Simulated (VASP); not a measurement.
## VASP 6.6.1 run: HgTe

INCAR

```
SIGMA = 0.02
ENCUT = 520
NSW = 0
PREC = Accurate
NBANDS = 16
NELM = 120
LREAL = .FALSE.
LCHARG = .FALSE.
LWAVE = .FALSE.
IBRION = -1
ISMEAR = -1
LASPH = .TRUE.
ISIF = 2
GGA = PE
EDIFF = 1E-7
```

KPOINTS

```
KPOINTS created by Atomic Simulation Environment
0
Gamma
3 3 3
0 0 0
```

POSCAR

```
Hg Te
 1.0000000000000000
     0.0000000000000000    3.3549410439999998    3.3549410439999998
     3.3549410439999998    0.0000000000000000    3.3549410439999998
     3.3549410439999998    3.3549410439999998    0.0000000000000000
 Hg  Te
   1   1
Cartesian
  0.0000000000000000  0.0000000000000000  0.0000000000000000
  1.6774705220000004  1.6774705220000004  1.6774705220000004
```

The recommended PBE PAW datasets give the neutral cell 18 valence electrons.

Command

```
mpirun -np 1 vasp_std
```

OSZICAR

```
N       E                     dE             d eps       ncg     rms          rms(c)
DAV:   1     0.982982128496E+02    0.98298E+02   -0.77574E+03   128   0.941E+02
DAV:   2    -0.172134280911E+00   -0.98470E+02   -0.92349E+02   160   0.222E+02
DAV:   3    -0.358639082340E+01   -0.34143E+01   -0.34079E+01   144   0.419E+01
DAV:   4    -0.361664192268E+01   -0.30251E-01   -0.30247E-01   208   0.364E+00
DAV:   5    -0.361670910253E+01   -0.67180E-04   -0.67180E-04   152   0.160E-01    0.607E+00
DAV:   6    -0.339610669764E+01    0.22060E+00   -0.42900E-01   144   0.803E+00    0.497E+00
DAV:   7    -0.338927451407E+01    0.68322E-02   -0.10152E-01   128   0.199E+00    0.205E+00
DAV:   8    -0.338955243052E+01   -0.27792E-03   -0.92570E-03   152   0.104E+00    0.465E-01
DAV:   9    -0.338977043223E+01   -0.21800E-03   -0.86826E-04   128   0.319E-01    0.977E-02
DAV:  10    -0.338982769231E+01   -0.57260E-04   -0.11611E-04   128   0.945E-02    0.472E-02
DAV:  11    -0.338985643029E+01   -0.28738E-04   -0.43327E-05   128   0.401E-02    0.212E-02
DAV:  12    -0.338985665824E+01   -0.22795E-06   -0.54210E-06   144   0.135E-02    0.175E-02
DAV:  13    -0.338985669753E+01   -0.39288E-07   -0.22816E-07   160   0.268E-03
   1 F= -.33898567E+01 E0= -.33884422E+01  d E =-.282895E-02
```

Standard output (part)

```
POSCAR found type information on POSCAR HgTe
 POSCAR found :  2 types and       2 ions
 LDA part: xc-table for (Slater+PW92), standard interpolation
 POSCAR, INCAR and KPOINTS ok, starting setup
 WAVECAR not read
 entering main loop
```

From OUTCAR

```
k-points           NKPTS =      4   k-points in BZ     NKDIM =      4   number of bands    NBANDS=     16

   NELECT =      18.0000    total number of electrons

   dimension x,y,z NGX =    36 NGY =   36 NGZ =   36
   dimension x,y,z NGXF=    72 NGYF=   72 NGZF=   72

  energy-cutoff  :      520.00
  volume of cell :       75.52
      direct lattice vectors                 reciprocal lattice vectors
     0.000000000  3.354941044  3.354941044    -0.149033915  0.149033915  0.149033915
     3.354941044  0.000000000  3.354941044     0.149033915 -0.149033915  0.149033915
     3.354941044  3.354941044  0.000000000     0.149033915  0.149033915 -0.149033915

 k-points in reciprocal lattice and weights: KPOINTS created by Atomic Simulation Env
   0.00000000  0.00000000  0.00000000       0.037
   0.33333333  0.00000000  0.00000000       0.296
   0.33333333  0.33333333  0.00000000       0.222
  -0.33333333  0.33333333  0.00000000       0.444

 E-fermi :   2.0700

 k-point     1 :       0.0000    0.0000    0.0000
  band No.  band energies     occupation
      1      -9.1819      2.00000
      2      -4.7701      2.00000
      3      -4.7701      2.00000
      4      -4.7701      2.00000
      5      -4.3749      2.00000
      6      -4.3749      2.00000
      7       1.0401      2.00000
      8       2.0562      1.33333
      9       2.0562      1.33333
     10       2.0562      1.33333
     11       6.4199      0.00000
     12       6.4199      0.00000
     13       6.4199      0.00000
     14       8.5650      0.00000
     15      11.4118      0.00000
     16      11.4118      0.00000

 k-point     2 :       0.3333    0.0000    0.0000
  band No.  band energies     occupation
      1      -8.8535      2.00000
      2      -4.6948      2.00000
      3      -4.6948      2.00000
      4      -4.4617      2.00000
      5      -4.3692      2.00000
      6      -4.3692      2.00000
      7      -1.8829      2.00000
      8       1.4396      2.00000
      9       1.4396      2.00000
     10       2.8028      0.00000
     11       7.0997      0.00000
     12       7.0997      0.00000
     13       7.6772      0.00000
     14       9.7524      0.00000
     15      10.8430      0.00000
     16      10.8430      0.00000

 k-point     3 :       0.3333    0.3333    0.0000
  band No.  band energies     occupation
      1      -8.7407      2.00000
      2      -4.6172      2.00000
      3      -4.5881      2.00000
      4      -4.5881      2.00000
      5      -4.3396      2.00000
      6      -4.3248      2.00000
      7      -1.9409      2.00000
      8       0.5903      2.00000
      9       0.5903      2.00000
     10       3.9574      0.00000
     11       5.0386      0.00000
     12       8.9960      0.00000
     13       9.0400      0.00000
     14       9.0400      0.00000
     15      11.9649      0.00000
     16      13.2489      0.00000

 ...

  Total        0.1344489      0.1344489      0.1344489      0.0000000     -0.0000000      0.0000000
  in kB        2.8522208      2.8522208      2.8522208      0.0000000     -0.0000000      0.0000000
  external PRESSURE =       2.8522208 kB  Pullay stress =       0.0000000 kB

 POSITION                                       TOTAL-FORCE (eV/Angst)
 -----------------------------------------------------------------------------------
      0.00000      0.00000      0.00000         0.000000      0.000000      0.000000
      1.67747      1.67747      1.67747        -0.000000     -0.000000     -0.000000
 -----------------------------------------------------------------------------------
    total drift:                               -0.000000     -0.000000     -0.000000

  FREE ENERGIE OF THE ION-ELECTRON SYSTEM (eV)
  ---------------------------------------------------
  free  energy   TOTEN  =        -3.3898566975 eV

  energy  without entropy=       -3.3870277457  energy(sigma->0) =       -3.38844222
```

It converged. Results: gap between bands v and c on the k mesh 0.00 eV; least direct gap on the k mesh 0.00 eV; pressure 0.3 GPa. Band v is the last that the valence electrons fill when counted band by band, and c is the next.

These settings aren't sound, so the numbers aren't properties of the crystal.

On sound settings PBE gives a gap of 0.00 eV on its mesh and a pressure of -0.8 GPa for the intended cell.

The run took about 6.4 s on one core of a shared host (Intel Xeon Platinum 8488C) and held 0.19 GiB at most.
